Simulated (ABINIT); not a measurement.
# FeNi (Tetrataenite) (P4/mmm) in ABINIT: single point with PBEsol

Aim: the single point of FeNi (Tetrataenite) with PBEsol.

All numbers are computed with ABINIT 10.8.3 (patched build); they aren't measurements. Logs are shortened: lines on timing, memory, paths and dates and some standing lists are left out, and cuts for length are marked. The log counts tension as positive stress, the text compression.

### 1 Starting point

The structure is tetragonal, space group P4/mmm (No. 123). Conventional cell: a = 2.533 Å, b = 2.533 Å, c = 3.582 Å, α = 90.00°, β = 90.00°, γ = 90.00°. Ni (site symmetry 4/mmm) is surrounded by 8 Fe at 2.53 Å and 4 Ni at 2.53 Å. Fe (site symmetry 4/mmm) has 8 Ni at 2.53 Å and 4 Fe at 2.53 Å as nearest neighbours.

### 2 Single point, PBEsol, collinear spin, ferromagnetic start

Input file run.abi:

```
# Pseudopotentials
pp_dirpath "./"
pseudos "Ni.upf, Fe.upf"

# Structure
acell 2.533 2.533 3.582 Angstrom
rprim
     1.0000000000     0.0000000000     0.0000000000
     0.0000000000     1.0000000000     0.0000000000
     0.0000000000     0.0000000000     1.0000000000
ntypat 2
znucl 28 26
natom 2
typat 1 2
xcart
     1.2665000000     1.2665000000     1.7910000000
     0.0000000000     0.0000000000     0.0000000000 Angstrom

# Plane-wave basis
ecut 45.0

# k points
kptopt 1
ngkpt 8 8 6
nshiftk 1
shiftk 0.0 0.0 0.0

# Exchange and correlation
ixc -116133

# Bands and occupations
nband 22
occopt 3
tsmear 0.05 eV

# Spin
nsppol 2
spinat
     0.0000000000     0.0000000000     1.0000000000
     0.0000000000     0.0000000000     3.0000000000

# SCF cycle
nstep 100
tolvrs 1.0e-10

# Output
iomode 3
prtwf 0
prtden 0
prteig 0
prtebands 0
enunit 2
```

Potentials or basis: PseudoDojo NC SR PBEsol v0.4.1 standard.

Started as:

```
$ mpirun --bind-to none -np 4 abinit run.abi > log 2>&1
```

run.abo:

```text
.Version 10.8.3 of ABINIT
 Symmetries : space group P4/m m m (#123); Bravais tP (primitive tetrag.)
================================================================================
 Values of the parameters that define the memory need of the present run
     intxc =       0    ionmov =       0      iscf =       7    lmnmax =       6
     lnmax =       6     mgfft =      45  mpssoang =       3    mqgrid =    3001
     natom =       2  nloc_mem =       1    nspden =       2   nspinor =       1
    nsppol =       2      nsym =      16    n1xccc =    2501    ntypat =       2
    occopt =       3   xclevel =       2
       mpw =        2260          nfft =       40500          nkpt =          60
================================================================================
================================================================================

--------------------------------------------------------------------------------
------------- Echo of variables that govern the present computation ------------
--------------------------------------------------------------------------------
 -outvars: echo values of preprocessed input variables --------
            acell      4.7866762769E+00  4.7866762769E+00  6.7689989830E+00 Bohr
              amu      5.86900000E+01  5.58470000E+01
             ecut      4.50000000E+01 Hartree
           enunit           2
                       outvar_i_n : Printing only first  50 k-points.
              ixc     -116133
                       outvar_i_n : Printing only first  50 k-points.
         kptrlatt        8    0    0      0    8    0      0    0    6
          kptrlen      3.82934102E+01
            natom           2
            nband          22
            ngfft          30      30      45
             nkpt          60
           nspden           2
           nsppol           2
            nstep         100
             nsym          16
           ntypat           2
                       prtocc : prtvol=0, do not print more k-points.
                       1.000000  1.000000  1.000000  1.000000  1.000000  1.000000
                       1.000000  1.000000  1.000000  1.000000  1.000000  1.000000
                       1.000000  1.000000  1.000000  1.000000  1.000000  0.000000
                       0.000000  0.000000  0.000000  0.000000
                       1.000000  1.000000  1.000000  1.000000  1.000000  1.000000
                       1.000000  1.000000  1.000000  1.000000  1.000000  1.000000
                       1.000000  1.000000  1.000000  1.000000  1.000000  0.000000
                       0.000000  0.000000  0.000000  0.000000
                       1.000000  1.000000  1.000000  1.000000  1.000000  1.000000
                       1.000000  1.000000  1.000000  1.000000  1.000000  1.000000
                       1.000000  1.000000  1.000000  1.000000  1.000000  0.000000
                       0.000000  0.000000  0.000000  0.000000
                       1.000000  1.000000  1.000000  1.000000  1.000000  1.000000
                       1.000000  1.000000  1.000000  1.000000  1.000000  1.000000
                       1.000000  1.000000  1.000000  1.000000  1.000000  0.000000
                       0.000000  0.000000  0.000000  0.000000
                       1.000000  1.000000  1.000000  1.000000  1.000000  1.000000
[... 168 lines left out ...]
                       1.000000  1.000000  1.000000  1.000000  1.000000  1.000000
                       1.000000  1.000000  1.000000  1.000000  1.000000  0.000000
                       0.000000  0.000000  0.000000  0.000000
                       1.000000  1.000000  1.000000  1.000000  1.000000  1.000000
                       1.000000  1.000000  1.000000  1.000000  1.000000  1.000000
                       1.000000  1.000000  1.000000  1.000000  1.000000  0.000000
                       0.000000  0.000000  0.000000  0.000000
                       1.000000  1.000000  1.000000  1.000000  1.000000  1.000000
                       1.000000  1.000000  1.000000  1.000000  1.000000  1.000000
                       1.000000  1.000000  1.000000  1.000000  1.000000  0.000000
                       0.000000  0.000000  0.000000  0.000000
                       1.000000  1.000000  1.000000  1.000000  1.000000  1.000000
                       1.000000  1.000000  1.000000  1.000000  1.000000  1.000000
                       1.000000  1.000000  1.000000  1.000000  1.000000  0.000000
                       0.000000  0.000000  0.000000  0.000000
                       prtocc : prtvol=0, do not print more k-points.
           occopt           3
           prtden           0
        prtebands           0
           prteig           0
            prtwf           0
          spgroup         123
           spinat      0.0000000000E+00  0.0000000000E+00  1.0000000000E+00
                       0.0000000000E+00  0.0000000000E+00  3.0000000000E+00
           tolvrs      1.00000000E-10
           tsmear      1.83746611E-03 Hartree
            typat      1  2
                       outvars : Printing only first  50 k-points.
           xangst      1.2665000000E+00  1.2665000000E+00  1.7910000000E+00
                       0.0000000000E+00  0.0000000000E+00  0.0000000000E+00
            xcart      2.3933381385E+00  2.3933381385E+00  3.3844994915E+00
                       0.0000000000E+00  0.0000000000E+00  0.0000000000E+00
             xred      5.0000000000E-01  5.0000000000E-01  5.0000000000E-01
                       0.0000000000E+00  0.0000000000E+00  0.0000000000E+00
            znucl       28.00000   26.00000

================================================================================

[... 61 lines left out ...]

 At SCF step   17       vres2   =  5.77E-12 < tolvrs=  1.00E-10 =>converged.

 Cartesian components of stress tensor (hartree/bohr^3)
  sigma(1 1)=  4.01889162E-04  sigma(3 2)=  0.00000000E+00
  sigma(2 2)=  4.01889162E-04  sigma(3 1)=  0.00000000E+00
  sigma(3 3)=  3.92544175E-04  sigma(2 1)=  0.00000000E+00

--- !ResultsGS
iteration_state: {dtset: 1, }
comment   : Summary of ground state results
lattice_vectors:
- [  4.7866763,   0.0000000,   0.0000000, ]
- [  0.0000000,   4.7866763,   0.0000000, ]
- [  0.0000000,   0.0000000,   6.7689990, ]
lattice_lengths: [   4.78668,    4.78668,    6.76900, ]
lattice_angles: [ 90.000,  90.000,  90.000, ] # degrees, (23, 13, 12)
lattice_volume:   1.5509313E+02
convergence: {deltae: -3.297E-12, res2:  5.768E-12, residm:  4.337E-04, diffor: null, }
etotal    :  -2.92872818E+02
entropy   :   0.00000000E+00
fermie    :   4.31240450E-01
cartesian_stress_tensor: # hartree/bohr^3
- [  4.01889162E-04,   0.00000000E+00,   0.00000000E+00, ]
- [  0.00000000E+00,   4.01889162E-04,   0.00000000E+00, ]
- [  0.00000000E+00,   0.00000000E+00,   3.92544175E-04, ]
pressure_GPa:  -1.1732E+01
xred      :
- [  5.0000E-01,   5.0000E-01,   5.0000E-01, Ni]
- [  0.0000E+00,   0.0000E+00,   0.0000E+00, Fe]
cartesian_forces: # hartree/bohr
- [ -0.00000000E+00,  -0.00000000E+00,  -0.00000000E+00, ]
- [ -0.00000000E+00,  -0.00000000E+00,  -0.00000000E+00, ]
force_length_stats: {min:   0.00000000E+00, max:   0.00000000E+00, mean:   0.00000000E+00, }
...

 Integrated electronic and magnetization densities in atomic spheres:
 ------------------------------------------------------------------------------------------------------------
 Radius=ratsph(iatom), smearing ratsm=  0.0000. Diff(up-dn)=approximate z local magnetic moment.
    Atom    Radius    up_density   dn_density  Total(up+dn)  Diff(up-dn)
    1 Ni   2.00000     8.542305     7.813601     16.355905     0.728704
    2 Fe   2.00000     8.382038     5.661343     14.043381     2.720696
 ------------------------------------------------------------------------------------------------------------
  Sum:                16.924343    13.474944     30.399287     3.449400
 Total magnetization (from the atomic spheres):                3.449400
 Total magnetization (exact up - dn):                          3.382716

================================================================================

 ----iterations are completed or convergence reached----

 Mean square residual over all n,k,spin=   23.881E-08; max=  43.365E-05
 reduced coordinates (array xred) for    2 atoms
       0.500000000000      0.500000000000      0.500000000000
       0.000000000000      0.000000000000      0.000000000000
 rms dE/dt=  0.0000E+00; max dE/dt=  0.0000E+00; dE/dt below (all hartree)
    1       0.000000000000      0.000000000000      0.000000000000
    2       0.000000000000      0.000000000000      0.000000000000

 cartesian coordinates (angstrom) at end:
    1      1.26650000000000     1.26650000000000     1.79100000000000
    2      0.00000000000000     0.00000000000000     0.00000000000000

 cartesian forces (hartree/bohr) at end:
    1     -0.00000000000000    -0.00000000000000    -0.00000000000000
    2     -0.00000000000000    -0.00000000000000    -0.00000000000000
 frms,max,avg= 0.0000000E+00 0.0000000E+00   0.000E+00  0.000E+00  0.000E+00 h/b

 cartesian forces (eV/Angstrom) at end:
    1     -0.00000000000000    -0.00000000000000    -0.00000000000000
    2     -0.00000000000000    -0.00000000000000    -0.00000000000000
 frms,max,avg= 0.0000000E+00 0.0000000E+00   0.000E+00  0.000E+00  0.000E+00 e/A
 length scales=  4.786676276924  4.786676276924  6.768998983002 bohr
              =  2.533000000000  2.533000000000  3.582000000000 angstroms
 Fermi (or HOMO) energy (hartree) =   0.43124   Average Vxc (hartree)=  -0.50974
 Magnetization (Bohr magneton)=  3.38271610E+00
 Total spin up =  1.86913581E+01   Total spin down =  1.53086419E+01
 Eigenvalues (hartree) for nkpt=  60  k points, SPIN UP:
 kpt#   1, nband= 22, wtk=  0.00260, kpt=  0.0000  0.0000  0.0000 (reduced coord)
  -3.36645   -2.80813   -1.91746   -1.91414   -1.91414   -1.57223   -1.56176   -1.56176
   0.10781    0.24608    0.26965    0.33654    0.33654    0.33793    0.37323    0.37666
   0.40601    0.41297    0.41297    0.51520    0.76304    0.95194
      occupation numbers for kpt#   1
   1.00000    1.00000    1.00000    1.00000    1.00000    1.00000    1.00000    1.00000
   1.00000    1.00000    1.00000    1.00000    1.00000    1.00000    1.00000    1.00000
   1.00000    0.99995    0.99995    0.00000    0.00000    0.00000
 prteigrs : prtvol=0 or 1, do not print more k-points.

 Eigenvalues (hartree) for nkpt=  60  k points, SPIN DOWN:
 kpt#   1, nband= 22, wtk=  0.00260, kpt=  0.0000  0.0000  0.0000 (reduced coord)
  -3.33634   -2.69983   -1.88485   -1.88211   -1.88211   -1.45660   -1.45023   -1.45023
   0.11162    0.29121    0.31694    0.38657    0.38657    0.40358    0.41909    0.44859
   0.49782    0.49782    0.51100    0.51984    0.80201    0.95977
      occupation numbers for kpt#   1
   1.00000    1.00000    1.00000    1.00000    1.00000    1.00000    1.00000    1.00000
   1.00000    1.00000    1.00000    1.00000    1.00000    1.00000    0.99866    0.00008
   0.00000    0.00000    0.00000    0.00000    0.00000    0.00000
 prteigrs : prtvol=0 or 1, do not print more k-points.

 Fermi (or HOMO) energy (eV) =  11.73465   Average Vxc (eV)= -13.87082
 Eigenvalues (   eV  ) for nkpt=  60  k points, SPIN UP:
 kpt#   1, nband= 22, wtk=  0.00260, kpt=  0.0000  0.0000  0.0000 (reduced coord)
 -91.60570  -76.41319  -52.17663  -52.08629  -52.08629  -42.78254  -42.49769  -42.49769
   2.93368    6.69609    7.33755    9.15765    9.15765    9.19549   10.15604   10.24936
  11.04800   11.23750   11.23750   14.01920   20.76340   25.90356
 prteigrs : prtvol=0 or 1, do not print more k-points.

 Eigenvalues (   eV  ) for nkpt=  60  k points, SPIN DOWN:
 kpt#   1, nband= 22, wtk=  0.00260, kpt=  0.0000  0.0000  0.0000 (reduced coord)
 -90.78656  -73.46617  -51.28935  -51.21492  -51.21492  -39.63616  -39.46279  -39.46279
   3.03742    7.92428    8.62430   10.51907   10.51907   10.98199   11.40403   12.20679
  13.54627   13.54627   13.90490   14.14566   21.82384   26.11673
 prteigrs : prtvol=0 or 1, do not print more k-points.

--- !EnergyTerms
iteration_state     : {dtset: 1, }
comment             : Components of total free energy in Hartree
kinetic             :  1.36177059322085E+02
hartree             :  7.88657311348468E+01
xc                  : -3.88312156003725E+01
Ewald energy        : -1.96074765617204E+02
psp_core            :  7.58944334798281E+00
local_psp           : -2.47051916908533E+02
non_local_psp       : -3.35467592239190E+01
internal            : -2.92872423545114E+02
'-kT*entropy'       : -3.94268932001456E-04
total_energy        : -2.92872817814046E+02
total_energy_eV     : -7.96947536648682E+03
band_energy         : -2.65057765284541E+01
...

 Cartesian components of stress tensor (hartree/bohr^3)
  sigma(1 1)=  4.01889162E-04  sigma(3 2)=  0.00000000E+00
  sigma(2 2)=  4.01889162E-04  sigma(3 1)=  0.00000000E+00
  sigma(3 3)=  3.92544175E-04  sigma(2 1)=  0.00000000E+00

-Cartesian components of stress tensor (GPa)         [Pressure= -1.1732E+01 GPa]
- sigma(1 1)=  1.18239874E+01  sigma(3 2)=  0.00000000E+00
- sigma(2 2)=  1.18239874E+01  sigma(3 1)=  0.00000000E+00
- sigma(3 3)=  1.15490484E+01  sigma(2 1)=  0.00000000E+00

== END DATASET(S) ==============================================================
================================================================================

 -outvars: echo values of variables after computation  --------
            acell      4.7866762769E+00  4.7866762769E+00  6.7689989830E+00 Bohr
           etotal     -2.9287281781E+02
            fcart     -0.0000000000E+00 -0.0000000000E+00 -0.0000000000E+00
                      -0.0000000000E+00 -0.0000000000E+00 -0.0000000000E+00
           strten      4.0188916220E-04  4.0188916220E-04  3.9254417480E-04
                       0.0000000000E+00  0.0000000000E+00  0.0000000000E+00
           xangst      1.2665000000E+00  1.2665000000E+00  1.7910000000E+00
                       0.0000000000E+00  0.0000000000E+00  0.0000000000E+00
             xred      5.0000000000E-01  5.0000000000E-01  5.0000000000E-01
                       0.0000000000E+00  0.0000000000E+00  0.0000000000E+00
 Calculation completed.
```

Run time: 60 s. Hardware: 4 MPI ranks of Arm Neoverse V2, shared host; peak memory 0.36 GiB.

Results:

```yaml
Free_energy: -7969.4754 eV
Pressure: -11.7 GPa
Band_gap_on_the_k_mesh: none (metal or under the smearing width)
Net_moment: 3.38 μB per cell
Site_moments: Ni +0.73; Fe +2.72 μB
Valence_electrons_inside_the_program's_atomic_spheres: Ni 16.36; Fe 14.04
```

Stress tensor (GPa, compression positive):
```
-11.82   0.00   0.00
  0.00 -11.82   0.00
  0.00   0.00 -11.55
```

Levels at points of the mesh, in eV from the Fermi level:
Spin up:
| k point | band 17 | band 18 | band 19 | band 20 | band 21 | band 22 |
| --- | --- | --- | --- | --- | --- | --- |
| (0.00, 0.00, 0.00) | -0.69 | -0.50 | -0.50 | 2.28 | 9.03 | 14.17 |
| (0.50, 0.00, 0.00) | -1.56 | -1.39 | 0.68 | 1.17 | 11.18 | 11.20 |
| (0.50, 0.50, 0.00) | -0.50 | -0.24 | 2.31 | 2.31 | 8.80 | 9.26 |
| (0.00, 0.00, 0.50) | -1.58 | -1.58 | -1.24 | -0.95 | 18.38 | 18.45 |
| (0.50, 0.00, 0.50) | -0.66 | -0.64 | -0.38 | -0.33 | 5.43 | 5.94 |
| (0.50, 0.50, 0.50) | -0.68 | -0.24 | 7.52 | 7.52 | 7.56 | 7.56 |
Spin down:
```csv
k point,band 13,band 14,band 15,band 16,band 17,band 18,band 19,band 20
"(0.00, 0.00, 0.00)",-1.22,-0.75,-0.33,0.47,1.81,1.81,2.17,2.41
"(0.50, 0.00, 0.00)",-1.29,-1.05,-0.81,-0.64,0.92,1.38,1.52,3.54
"(0.50, 0.50, 0.00)",0.42,0.76,1.54,1.54,1.85,2.41,2.41,2.56
"(0.00, 0.00, 0.50)",-1.25,-0.84,-0.84,-0.27,0.40,1.03,1.03,2.09
"(0.50, 0.00, 0.50)",-1.14,-0.42,-0.37,-0.21,0.63,1.56,1.78,1.96
"(0.50, 0.50, 0.50)",-1.39,-1.39,-0.67,0.42,1.32,2.56,8.09,8.09
```

Caveat: small starting moments can end in a higher magnetic state in this program.
